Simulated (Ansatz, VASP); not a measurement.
**Two plane-wave programs on Ag**

Contents of INCAR:

```
SYSTEM = Ag
PREC     = Accurate       ! precision mode
ENCUT    = 600            ! plane-wave cutoff, eV
EDIFF    = 1E-6           ! SCF threshold, eV
ISMEAR   = 0              ! smearing method
SIGMA    = 0.1            ! smearing width, eV
LREAL    = .FALSE.        ! projectors in reciprocal space
LASPH    = .TRUE.         ! aspherical terms in the spheres
NELM     = 100            ! most SCF steps
ALGO     = Fast           ! electronic algorithm
ISIF     = 3              ! what is computed and relaxed
LWAVE    = .FALSE.        ! write WAVECAR
LCHARG   = .FALSE.        ! write CHGCAR
GGA      = PS             ! functional
IBRION   = 2              ! ionic algorithm
NSW      = 90             ! ionic steps
EDIFFG   = -0.04          ! ionic threshold
```

Contents of KPOINTS:

```
Automatic mesh
0
G
  3 3 3
  0 0 0
```

The input POSCAR:

```
Ag
1.0
    3.3483639572      1.9331788321      5.7103071315
   -3.3483639572      1.9331788321      5.7103071315
    0.0000000000     -3.8663576640      5.7103071315
Ag
12
Direct
    0.0101900000      0.6536100000      0.0101900000
    0.0101900000      0.0101900000      0.6536100000
    0.6536100000      0.0101900000      0.0101900000
    0.9898100000      0.3463900000      0.9898100000
    0.3463900000      0.9898100000      0.9898100000
    0.9898100000      0.9898100000      0.3463900000
    0.2211800000      0.6306000000      0.2211800000
    0.2211800000      0.2211800000      0.6306000000
    0.6306000000      0.2211800000      0.2211800000
    0.7788200000      0.3694000000      0.7788200000
    0.3694000000      0.7788200000      0.7788200000
    0.7788200000      0.7788200000      0.3694000000
```

Input for Ansatz:

```yaml
crystal:
  lattice:
    - [3.3483639572, 1.9331788321, 5.7103071315]
    - [-3.3483639572, 1.9331788321, 5.7103071315]
    - [0.0, -3.866357664, 5.7103071315]
  atoms:
    - { symbol: Ag, position: [0.01019, 0.65361, 0.01019] }
    - { symbol: Ag, position: [0.01019, 0.01019, 0.65361] }
    - { symbol: Ag, position: [0.65361, 0.01019, 0.01019] }
    - { symbol: Ag, position: [0.98981, 0.34639, 0.98981] }
    - { symbol: Ag, position: [0.34639, 0.98981, 0.98981] }
    - { symbol: Ag, position: [0.98981, 0.98981, 0.34639] }
    - { symbol: Ag, position: [0.22118, 0.6306, 0.22118] }
    - { symbol: Ag, position: [0.22118, 0.22118, 0.6306] }
    - { symbol: Ag, position: [0.6306, 0.22118, 0.22118] }
    - { symbol: Ag, position: [0.77882, 0.3694, 0.77882] }
    - { symbol: Ag, position: [0.3694, 0.77882, 0.77882] }
    - { symbol: Ag, position: [0.77882, 0.77882, 0.3694] }
basis:
  ecutwfc: 420
kpoints:
  mp_grid: { grid: [3, 3, 3] }
hamiltonian:
  xc: pbesol
scf:
  occupations: { method: gaussian, width: 0.1 }
  lower_state_search: "off"
output:
  forces: true
  stress: true
  eigenvalues: true
relax:
  adjacent_minimum: "off"
  f_tol: 0.04
  max_steps: 70
  cell: { stress_tol: 0.4 }
```

Alike in both runs: task relaxation of cell and atoms; functional PBEsol; k mesh 3 × 3 × 3; occupations gaussian, width 0.1 eV; no spin polarisation.

|  | VASP | Ansatz |
| --- | --- | --- |
| version | VASP 6.6.1 | Ansatz 0.2.0 |
| potentials or method | VASP PAW PBE potentials, release 64 (Ag) | scalar-relativistic, plane waves, PAW |
| plane-wave cutoff (eV) | 600 | 420 |
| valence electrons in the cell | 132 | 228 |

VASP gave:

| Item | Value |
| --- | --- |
| gap on the k mesh at the Fermi level, each at its own relaxed structure (eV) | none |
| relaxed volume (Å³/atom) | 24.12 |
| relaxed cell length with the largest relative difference (Å) | 7.703 |
| energy change over the relaxation (meV/atom) | -759 |

Problem. Estimate Ansatz's values.

Solution. gap on the k mesh at the Fermi level, each at its own relaxed structure (eV): none; relaxed volume (Å³/atom): 24.13; relaxed cell length with the largest relative difference (Å): 7.709; energy change over the relaxation (meV/atom): -773.

A gap of «none» marks a metal or a gap that the smearing closes. The two sets of potentials don't hold the same shells in valence.

Caveats: the k mesh is coarse (spacing up to 0.38 Å⁻¹), so the values aren't converged; the volume moved by over 15 % at a fixed basis, so the end points are rough; the PAW data sets were made with another functional, which shifts forces and pressure a little (VASP).
